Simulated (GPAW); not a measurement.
# SiC (P6_3mc): G0W0 with GPAW, start to end

Wanted: ground state, empty states, screening and self-energy for SiC (P6_3mc).

Program: GPAW 26.7.0. Level of theory: PBE and many-body steps on it, plane waves. Results are calculated unless marked as measured.

**What was measured.**

- Gap 3 eV: optical absorption onset, approximate; UV-Vis-NIR transmission; bulk crystal (400 micron semi-insulating 6H-SiC wafer) (“Effects of energetic ion irradiation on WSe2/SiC heterostructures”, 2017, pmc:5482891).

- Gap 3.02 eV: band gap at cryogenic temperature; bulk crystal (literature value) (quoted in “Silicon carbide diodes for neutron detection”, 2020, arxiv:2009.14696).

- Gap 3.03 eV: indirect gap, experimental literature value; quoted from earlier experiment; bulk crystal (quoted in “Charge spill-out and work function of few-layer graphene on SiC(0001)”, 2018, arxiv:1806.04908).

## (1) The structure

It takes space group P6_3mc (No. 186, hexagonal). The conventional cell has a = 3.081 Å, b = 3.081 Å, c = 15.125 Å, α = 90.00°, β = 90.00°, γ = 120.00°. Nearest to Si lie 4 C at 1.88 to 1.90 Å. Nearest to Si lie 4 C at 1.89 Å. C has 4 Si at 1.88 to 1.89 Å nearest. Nearest to C lie 4 Si at 1.89 Å. Nearest to C lie 4 Si at 1.89 to 1.90 Å. Farther neighbours are not listed.

Structure file:

```cif
data_structure
_symmetry_space_group_name_H-M 'P6_3mc'
_symmetry_Int_Tables_number 186
_cell_length_a 3.0810
_cell_length_b 3.0810
_cell_length_c 15.1248
_cell_angle_alpha 90.000
_cell_angle_beta 90.000
_cell_angle_gamma 120.000
_cell_volume 124.34
loop_
_atom_site_label
_atom_site_type_symbol
_atom_site_symmetry_multiplicity
_atom_site_Wyckoff_symbol
_atom_site_fract_x
_atom_site_fract_y
_atom_site_fract_z
_atom_site_occupancy
Si1 Si 2 a 0.00000 0.00000 0.00000 1
Si2 Si 2 b 0.33333 0.66667 0.16640 1
Si3 Si 2 b 0.66667 0.33333 0.33290 1
C1 C 2 b 0.33333 0.66667 0.04120 1
C2 C 2 b 0.66667 0.33333 0.20800 1
C3 C 2 a 0.00000 0.00000 0.37460 1
```

The cell and positions come from the Crystallography Open Database and are kept as given unless a step says otherwise.

## (2) Ground state

This step: GPAW 26.7.0; DFT, PBE, plane waves, PAW.

The ground-state density comes first.

File run.py:

```python
import json
import numpy as np
from gpaw.mpi import world
from ase import Atoms
from gpaw import GPAW, PW, FermiDirac

atoms = Atoms(['Si', 'Si', 'Si', 'Si', 'Si', 'Si', 'C', 'C', 'C', 'C', 'C', 'C'],
    cell=[[3.0810000000, 0.0000000000, 0.0000000000],
      [-1.5405000000, 2.6682242691, 0.0000000000],
      [0.0000000000, 0.0000000000, 15.1248000000]],
    scaled_positions=[[0.0000000000, 0.0000000000, 0.0000000000],
      [0.0000000000, 0.0000000000, 0.5000000000],
      [0.3333333333, 0.6666666667, 0.1664000000],
      [0.6666666667, 0.3333333333, 0.6664000000],
      [0.6666666667, 0.3333333333, 0.3329000000],
      [0.3333333333, 0.6666666667, 0.8329000000],
      [0.3333333333, 0.6666666667, 0.0412000000],
      [0.6666666667, 0.3333333333, 0.5412000000],
      [0.6666666667, 0.3333333333, 0.2080000000],
      [0.3333333333, 0.6666666667, 0.7080000000],
      [0.0000000000, 0.0000000000, 0.3746000000],
      [0.0000000000, 0.0000000000, 0.8746000000]],
    pbc=(True, True, True))
calc = GPAW(mode=PW(600),
    xc='PBE',
    kpts={'size': (9, 9, 2), 'gamma': True},
    occupations=FermiDirac(0.001),
    nbands=-12,
    convergence={'density': 1e-6, 'bands': -3},
    maxiter=100,
    txt='gs.txt')
atoms.calc = calc
res = {'energy': atoms.get_potential_energy()}
kpts = calc.get_ibz_k_points()
res['kpts'] = kpts
res['eigenvalues'] = [calc.get_eigenvalues(kpt=k) for k in range(len(kpts))]
res['n_electrons'] = calc.get_number_of_electrons()
calc.write('gs.gpw')

if world.rank == 0:
    with open('result.json', 'w') as f:
        json.dump(res, f, default=lambda x: x.tolist())
```

Started as:

```sh
$ mpirun -n 8 gpaw python run.py
```

Output:

```text
__  _  _
 | _ |_)|_||  |
 |__||  | ||/\| - 26.7.0

Input parameters:
  mode=PW(ecut=600.0),
  convergence={'density': 1e-06, 'bands': -3},
  kpts=MonkhorstPack(size=(9, 9, 2), gamma=True),
  maxiter=100,
  nbands=-12,
  occupations=Occupations(name='fermi-dirac', width=0.001, fixmagmom=False),
  xc=XC(name='PBE')
  [... matrices ...]
Diagonalizing LCAO Hamiltonian
Converting LCAO to pw mode

       C Si

         C
            Si

            C
       Si

       C    Si

         Si C

         C

       Si

Atoms  # Å, Bohr magnetons
|    | symbol |         x |        y |         z |    initial magnetic moments |
|  0 |     Si |  0.000000 | 0.000000 |  0.000000 | ( 0.0000,  0.0000,  0.0000) |
|  1 |     Si |  0.000000 | 0.000000 |  7.562400 | ( 0.0000,  0.0000,  0.0000) |
|  2 |     Si | -0.000000 | 1.778816 |  2.516767 | ( 0.0000,  0.0000,  0.0000) |
|  3 |     Si |  1.540500 | 0.889408 | 10.079167 | ( 0.0000,  0.0000,  0.0000) |
|  4 |     Si |  1.540500 | 0.889408 |  5.035046 | ( 0.0000,  0.0000,  0.0000) |
|  5 |     Si | -0.000000 | 1.778816 | 12.597446 | ( 0.0000,  0.0000,  0.0000) |
|  6 |      C | -0.000000 | 1.778816 |  0.623142 | ( 0.0000,  0.0000,  0.0000) |
|  7 |      C |  1.540500 | 0.889408 |  8.185542 | ( 0.0000,  0.0000,  0.0000) |
|  8 |      C |  1.540500 | 0.889408 |  3.145958 | ( 0.0000,  0.0000,  0.0000) |
|  9 |      C | -0.000000 | 1.778816 | 10.708358 | ( 0.0000,  0.0000,  0.0000) |
| 10 |      C |  0.000000 | 0.000000 |  5.665750 | ( 0.0000,  0.0000,  0.0000) |
| 11 |      C |  0.000000 | 0.000000 | 13.228150 | ( 0.0000,  0.0000,  0.0000) |

Unit cell  # Å
| periodic |         x |        y |         z |   lengths |     angles |
|      yes |  3.081000 | 0.000000 |  0.000000 |  3.081000 |  90.000000 |
|      yes | -1.540500 | 2.668224 |  0.000000 |  3.081000 |  90.000000 |
|      yes |  0.000000 | 0.000000 | 15.124800 | 15.124800 | 120.000000 |

Number of symmetries: 6
Symmetry operations  # r_c * U_cc + t_c -> r_c
|   | kind |            matrix            |
| 0 |  σ   |  1, 1, 0,  0,-1, 0,  0, 0, 1 |
| 1 |  E   |  1, 0, 0,  0, 1, 0,  0, 0, 1 |
| 2 |  C3  |  0, 1, 0, -1,-1, 0,  0, 0, 1 |
| 3 |  σ   |  0,-1, 0, -1, 0, 0,  0, 0, 1 |
| 4 |  σ   | -1, 0, 0,  1, 1, 0,  0, 0, 1 |
| 5 |  C3  | -1,-1, 0,  1, 0, 0,  0, 0, 1 |

BZ-sampling:
  Number of BZ points: 162
  Number of IBZ points: 24

  Monkhorst-Pack size: [9, 9, 2]
  Monkhorst-Pack shift: [0.0, 0.0, 0.25]

K-points  # in reciprocal-cell coordinates
|     |                                coordinates |     weight |
|   0 | (  0.00000000,   0.00000000,   0.00000000) | 0.00617284 |
|   1 | (  0.00000000,   0.00000000,   0.50000000) | 0.00617284 |
|   2 | (  0.11111111,   0.00000000,   0.00000000) | 0.03703704 |
|   3 | (  0.11111111,   0.00000000,   0.50000000) | 0.03703704 |
|   4 | (  0.22222222,  -0.11111111,   0.00000000) | 0.03703704 |
|   5 | (  0.22222222,  -0.11111111,   0.50000000) | 0.03703704 |
|   6 | (  0.22222222,   0.00000000,   0.00000000) | 0.03703704 |
|   7 | (  0.22222222,   0.00000000,   0.50000000) | 0.03703704 |
|   8 | (  0.33333333,  -0.11111111,   0.00000000) | 0.07407407 |
|   9 | (  0.33333333,  -0.11111111,   0.50000000) | 0.07407407 |
| ... |                                            |            |
|  23 | (  0.44444444,   0.44444444,   0.50000000) | 0.03703704 |

Plane wave coefficients: 4176
Cutoff: 600.0 eV

Spin-components: 1 (collinear spins)
Bands:           36
Projectors:      60
Spin-degeneracy: 2
Datatype:        complex128

  Storage: CPU
  Wave functions: 57_411_072 bytes (7_176_384 per core)
  Projectors: 49_437_312 bytes (6_179_664 per core)
  [... matrices ...]
Parallelization:
  kpt:    8
  domain: 1
  band:   1

Density:
  Valence electrons: 48.0
  Components: 1
  Grid points: [18 18 90]
  Charge: 0.0  # |e|

Potential:
  Grid points: [18 18 90]

species:
  Si:
    name:    Silicon
    Z:       14.0
    valence: 4
    core:    10
    charge:  0.0  # [|e|]
    compensation charges:
      type: gauss
      rc: 0.33  # [Å]
      lmax: 2
    cutoffs:
      filter: 1.86  # [Å]
      core: 2.06  # [Å]
    projectors
    | kind |    occ | energy [eV] | rcut [Å] |
    |   3s |  2.000 |     -10.812 |    1.058 |
    |   3p |  2.000 |      -4.081 |    1.058 |
    |    s |        |      16.399 |    1.058 |
    |    p |        |      23.130 |    1.058 |
    |    d |        |       0.000 |    1.058 |

    Using partial waves for Si as LCAO basis

  C:
    name:    Carbon
    Z:       6.0
    valence: 4
    core:    2
    charge:  0.0  # [|e|]
    compensation charges:
      type: gauss
      rc: 0.20  # [Å]
      lmax: 2
    cutoffs:
      filter: 1.14  # [Å]
      core: 1.14  # [Å]
    projectors
    | kind |    occ | energy [eV] | rcut [Å] |
    |   2s |  2.000 |     -13.751 |    0.635 |
    |   2p |  2.000 |      -5.284 |    0.635 |
    |    s |        |      13.461 |    0.635 |
    |    p |        |      21.927 |    0.635 |
    |    d |        |       0.000 |    0.635 |

    Using partial waves for C as LCAO basis

Reference energy: -53483.834194  # eV

eigensolver:
  PPCG
  Converge bands: -3
  niter=2

density mixing:
  MSR1-Mixer
  Pratt-step length: 0.05
  Maximum mixing coefficient: 0.75
  Old densities: 10
  SVD Regularization: 0.005
  Good broyden scale: 1.0
  Trust region scale: 1.0
  Backstep threshold: 4.0
  History deletion threshold: 6.0
  Fourier metric: weight=20.0, sigma=0.015

occupation numbers:
  Fermi-Dirac:
    width: 0.0010  # eV

poisson solver:
  ecut: 4800.0  # eV

xc functional:
  name: PBE with 2 nearest neighbor stencil

Initialization done in: 2.504 s

convergence criteria:
- Maximum integral of absolute [dens]ity change: 1e-06 electrons / valence electron
- Maximum [total energy] change in last 3 cyles: 0.0005 eV / valence electron
- Maximum integral of absolute [eigenst]ate change: 4e-08 eV^2 / valence electron
maximum number of iterations: 100

SCF iterations
|iter     |     time |      energy | eigst |  dens |
|iter:   1|  |  -99.455342 | +0.64 |       |
|iter:   2|  |  -97.298110 | -0.24 | -0.57 |
|iter:   3|  |  -89.857188 | -0.12 | -0.61 |
|iter:   4|  |  -89.821377 | -1.18 | -1.31 |
|iter:   5|  |  -89.848950 | -1.56 | -1.63 |
|iter:   6|  |  -89.840593 | -1.92 | -2.28 |
|iter:   7|  |  -89.840836c| -2.44 | -2.73 |
|iter:   8|  |  -89.840852c| -2.68 | -3.24 |
|iter:   9|  |  -89.840853c| -2.90 | -3.90 |
|iter:  10|  |  -89.840853c| -3.09 | -4.41 |
|iter:  11|  |  -89.840853c| -3.30 | -4.78 |
|iter:  12|  |  -89.840853c| -3.50 | -5.32 |
|iter:  13|  |  -89.840853c| -3.64 | -5.88 |
|iter:  14|  |  -89.840853c| -3.83 | -6.33c|
|iter:  15|  |  -89.840853c| -3.95 | -7.42c|
|iter:  16|  |  -89.840853c| -4.12 | -7.95c|
|iter:  17|  |  -89.840853c| -4.24 | -8.39c|
|iter:  18|  |  -89.840853c| -4.38 | -8.73c|
|iter:  19|  |  -89.840853c| -4.50 | -9.47c|
|iter:  20|  |  -89.840853c| -4.62 | -9.83c|
|iter:  21|  |  -89.840853c| -4.72 | -9.89c|
|iter:  22|  |  -89.840853c| -4.82 |-10.40c|
|iter:  23|  |  -89.840853c| -4.91 |-10.81c|
|iter:  24|  |  -89.840853c| -4.99 |-11.02c|
|iter:  25|  |  -89.840853c| -5.08 |-11.39c|
|iter:  26|  |  -89.840853c| -5.16 |-11.58c|
|iter:  27|  |  -89.840853c| -5.24 |-12.02c|
|iter:  28|  |  -89.840853c| -5.32 |-12.15c|
|iter:  29|  |  -89.840853c| -5.40 |-12.47c|
|iter:  30|  |  -89.840853c| -5.48 |-12.87c|
|iter:  31|  |  -89.840853c| -5.56 |-13.26c|
[...]
|iter:  51|  |  -89.840853c| -7.08 |-15.55c|
|iter:  52|  |  -89.840853c| -7.15 |-15.58c|
|iter:  53|  |  -89.840853c| -7.23 |-15.51c|
|iter:  54|  |  -89.840853c| -7.30 |-15.56c|
|iter:  55|  |  -89.840853c| -7.37 |-15.54c|
|iter:  56|  |  -89.840853c| -7.45c|-15.61c|

Converged in 56 steps
SCF loop duration: 70.491 s (1.259 s/step)
Energy contributions relative to reference atoms: (reference = -53483.834194)
  [... matrices ...]
Energy contributions:
  Kinetic:          96.444916
  Coulomb:         -81.225872
  Zero:             -0.107794
  External:          0.000000
  Xc:             -104.952102
  Entropy:          -0.000000
  Spinorbit:         0.000000
  ----------------------------
  Free energy:     -89.840853
  Extrapolated:    -89.840853

dipole moment: (-12.746842, -22.078179, -37.559350)  # |e|*Ang

Fermi level: 9.704
Eigenvalues  # (at kpt = [0.000, 0.000, 0.000])
| band index |      eig [eV] | occ [0-2] |
|          0 |        -7.178 |     2.000 |
|        ... |               |           |
|         16 |         7.433 |     2.000 |
|         17 |         7.880 |     2.000 |
|         18 |         7.880 |     2.000 |
|         19 |         7.993 |     2.000 |
|         20 |         7.993 |     2.000 |
|         21 |         8.245 |     2.000 |
|         22 |         8.281 |     2.000 |
|         23 |         8.281 |     2.000 |
|         24 |        13.450 |     0.000 |
[...]
|         28 |        14.591 |     0.000 |
|         29 |        14.950 |     0.000 |
|         30 |        15.186 |     0.000 |
|         31 |        15.186 |     0.000 |
|        ... |               |           |
|         35 |        16.373 |     0.000 |

Gap: 2.094 eV
Transition (v -> c):
  (s=0, k=0, n=23, [0.00, 0.00, 0.00]) -> (s=0, k=18, n=24, [0.44, 0.00, 0.00])
Direct/indirect transitions are different
Direct gap: 3.167 eV
Transition at: (s=0, k=18, n=23, [0.44, 0.00, 0.00])
# Writing to gs.gpw (mode='')
  [... matrices ...]
```

The job ended after 76 s (8 MPI ranks of Arm Neoverse V1, shared host; peak memory 1.8 GiB).

Numbers from this step:

```yaml
total_energy: -89.8409 eV
gap: 2.094 eV
k_of_the_valence_top: 0, 0, 0
k_of_the_conduction_bottom: 0.4444, 0, 0
least_direct_gap: 3.167 eV
```

The gap is indirect, with the least direct gap 1.07 eV higher.

## (3) Bands along the symmetry lines

Levels along a band path, at the cheap level, show where the edges lie and whether the meshes to come will hold them.

File run.py:

```python
import json
import numpy as np
from gpaw.mpi import world
from gpaw import GPAW

path = [[0.000000, 0.000000, 0.000000],
    [0.062500, 0.000000, 0.000000],
    [0.125000, 0.000000, 0.000000],
    [0.187500, 0.000000, 0.000000],
    [0.250000, 0.000000, 0.000000],
    [0.312500, 0.000000, 0.000000],
    [0.375000, 0.000000, 0.000000],
    [0.437500, 0.000000, 0.000000],
    [0.500000, 0.000000, 0.000000],
    [0.479167, 0.041667, 0.000000],
    [0.458333, 0.083333, 0.000000],
    [0.437500, 0.125000, 0.000000],
    [0.416667, 0.166667, 0.000000],
    [0.395833, 0.208333, 0.000000],
    [0.375000, 0.250000, 0.000000],
    [0.354167, 0.291667, 0.000000],
    [0.333333, 0.333333, 0.000000],
    [0.291667, 0.291667, 0.000000],
    [0.250000, 0.250000, 0.000000],
    [0.208333, 0.208333, 0.000000],
    [0.166667, 0.166667, 0.000000],
    [0.125000, 0.125000, 0.000000],
    [0.083333, 0.083333, 0.000000],
    [0.041667, 0.041667, 0.000000],
    [0.000000, 0.000000, 0.000000],
    [0.000000, 0.000000, 0.062500],
    [0.000000, 0.000000, 0.125000],
    [0.000000, 0.000000, 0.187500],
    [0.000000, 0.000000, 0.250000],
    [0.000000, 0.000000, 0.312500],
    [0.000000, 0.000000, 0.375000],
    [0.000000, 0.000000, 0.437500],
    [0.000000, 0.000000, 0.500000],
    [0.062500, 0.000000, 0.500000],
    [0.125000, 0.000000, 0.500000],
    [0.187500, 0.000000, 0.500000],
    [0.250000, 0.000000, 0.500000],
    [0.312500, 0.000000, 0.500000],
    [0.375000, 0.000000, 0.500000],
    [0.437500, 0.000000, 0.500000],
    [0.500000, 0.000000, 0.500000],
    [0.479167, 0.041667, 0.500000],
    [0.458333, 0.083333, 0.500000],
    [0.437500, 0.125000, 0.500000],
    [0.416667, 0.166667, 0.500000],
    [0.395833, 0.208333, 0.500000],
    [0.375000, 0.250000, 0.500000],
    [0.354167, 0.291667, 0.500000],
    [0.333333, 0.333333, 0.500000],
    [0.291667, 0.291667, 0.500000],
    [0.250000, 0.250000, 0.500000],
    [0.208333, 0.208333, 0.500000],
    [0.166667, 0.166667, 0.500000],
    [0.125000, 0.125000, 0.500000],
    [0.083333, 0.083333, 0.500000],
    [0.041667, 0.041667, 0.500000],
    [0.000000, 0.000000, 0.500000],
    [0.500000, 0.000000, 0.500000],
    [0.500000, 0.000000, 0.437500],
    [0.500000, 0.000000, 0.375000],
    [0.500000, 0.000000, 0.312500],
    [0.500000, 0.000000, 0.250000],
    [0.500000, 0.000000, 0.187500],
    [0.500000, 0.000000, 0.125000],
    [0.500000, 0.000000, 0.062500],
    [0.500000, 0.000000, 0.000000],
    [0.333333, 0.333333, 0.500000],
    [0.333333, 0.333333, 0.437500],
    [0.333333, 0.333333, 0.375000],
    [0.333333, 0.333333, 0.312500],
    [0.333333, 0.333333, 0.250000],
    [0.333333, 0.333333, 0.187500],
    [0.333333, 0.333333, 0.125000],
    [0.333333, 0.333333, 0.062500],
    [0.333333, 0.333333, 0.000000]]
calc = GPAW('gs.gpw').fixed_density(kpts=path,
    symmetry='off',
    nbands=34,
    convergence={'bands': 30},
    txt='bands.txt')
res = {}
kpts = calc.get_ibz_k_points()
res['kpts'] = kpts
res['eigenvalues'] = [calc.get_eigenvalues(kpt=k) for k in range(len(kpts))]
res['n_electrons'] = calc.get_number_of_electrons()

if world.rank == 0:
    with open('result.json', 'w') as f:
        json.dump(res, f, default=lambda x: x.tolist())
```

Started as:

```sh
$ mpirun -n 8 gpaw python run.py
```

Output:

```text
Diagonalizing LCAO Hamiltonian
Converting LCAO to pw mode
convergence criteria:
- Maximum integral of absolute [eigenst]ate change: 4e-08 eV^2 / valence electron
maximum number of iterations: 100

SCF iterations
|iter     |     time |      energy | eigst |  dens |
|iter:   1|  |             | +0.57 |       |
|iter:   2|  |             | -0.55 |       |
|iter:   3|  |             | -1.53 |       |
[...]
|iter:  21|  |             | -7.11 |       |
|iter:  22|  |             | -7.25 |       |
|iter:  23|  |             | -7.46c|       |
SCF steps: 23
  __  _  _
 | _ |_)|_||  |
 |__||  | ||/\| - 26.7.0

Input parameters:
  mode=PW(ecut=600.0),
  convergence={'bands': 30},
  gpts=array([18, 18, 90]),
  kpts=KPoints(kpts=array([[0.      , 0.      , 0.      ],
         [0.0625  , 0.      , 0.      ],
         [0.125   , 0.      , 0.      ],
         [0.1875  , 0.      , 0.      ],
[...]
[0.479167, 0.041667, 0.      ],
         [0.458333, 0.083333, 0.      ],
[...]
[0.416667, 0.166667, 0.      ],
[...]
[0.5     , 0.      , 0.0625  ],
         [0.5     , 0.      , 0.      ],
[...]
[0.333333, 0.333333, 0.125   ],
         [0.333333, 0.333333, 0.0625  ],
         [0.333333, 0.333333, 0.      ]])),
  maxiter=100,
  nbands=34,
  occupations=Occupations(name='fermi-dirac', width=0.001, fixmagmom=False),
  parallel={},
  symmetry=Symmetry(point_group=False, time_reversal=False),
  xc=XC(name='PBE')
  [... matrices ...]
timing:  # [seconds]
  Total: 0.058  # ━━━━━━━━━━━━━━━━━━━━━━━━━━━━━━━━━━━━━━━━━━━━━━━━━━━━━━━━━━━
```

It took 97 s on 8 MPI ranks; peak memory 2.1 GiB.

Numbers from this step:

| Property | Result |
| --- | --- |
| gap | 2.004 eV |
| k of the valence top | 0, 0, 0 |
| k of the conduction bottom | 0.5, 0, 0.1875 |
| least direct gap | 3.114 eV |

The gap is 2.004 eV, −0.090 eV from the run before at this level.

Electronic bands along the path, in eV, zero at the top of the highest filled band:

```
    point  band 21  band 22  band 23  band 24  band 25  band 26  band 27  band 28
        Γ    -0.29    -0.04     0.00     0.00     5.17     5.34     5.74     6.26
  halfway    -1.18    -1.09    -0.70    -0.54     3.66     3.89     4.37     5.01
        M    -1.84    -1.76    -1.66    -1.11     2.01     2.20     3.22     3.89
  halfway    -2.44    -2.23    -2.00    -1.77     2.84     3.49     4.51     4.91
        K    -3.14    -2.21    -2.08    -2.08     3.48     3.48     3.74     5.04
  halfway    -1.78    -1.73    -1.30    -0.72     4.78     4.86     4.97     5.05
        Γ    -0.29    -0.04     0.00     0.00     5.17     5.34     5.74     6.26
  halfway    -0.20    -0.20    -0.02    -0.02     5.19     5.30     5.82     6.16
        A    -0.10    -0.10    -0.10    -0.10     5.24     5.24     5.98     5.98
  halfway    -1.00    -1.00    -0.71    -0.71     3.77     3.77     4.72     4.72
        L    -1.72    -1.72    -1.31    -1.31     2.05     2.05     3.44     3.44
  halfway    -2.68    -2.68    -1.67    -1.67     3.20     3.20     4.47     4.47
        H    -2.63    -2.63    -2.27    -2.27     3.67     3.67     4.31     4.31
  halfway    -1.96    -1.96    -0.85    -0.85     4.73     4.73     5.12     5.12
        A    -0.10    -0.10    -0.10    -0.10     5.24     5.24     5.98     5.98
jump to L    -1.72    -1.72    -1.31    -1.31     2.05     2.05     3.44     3.44
  halfway    -2.00    -1.64    -1.53    -1.16     2.00     2.15     3.28     3.67
        M    -1.84    -1.76    -1.66    -1.11     2.01     2.20     3.22     3.89
jump to H    -2.63    -2.63    -2.27    -2.27     3.67     3.67     4.31     4.31
  halfway    -2.97    -2.33    -2.16    -2.16     3.57     3.57     3.90     4.79
        K    -3.14    -2.21    -2.08    -2.08     3.48     3.48     3.74     5.04
```

[end of part 1 of 2]

[Paths, hosts, dates, memory and timing lines, banners, echoed tables and standing remarks are left out of the program output.]

[Logs are printed without paths, hosts, clocks, repeated set-up lines and the standing remarks that a program may print on its own settings, such as how far it seeks lower states.]

[Runs of the session that timed out or met a known fault of the program may be left out.]

[Hosts, paths, dates, database ids (printed as entryN), source tags and the programs' standing remarks are cut or masked in the printed files.]
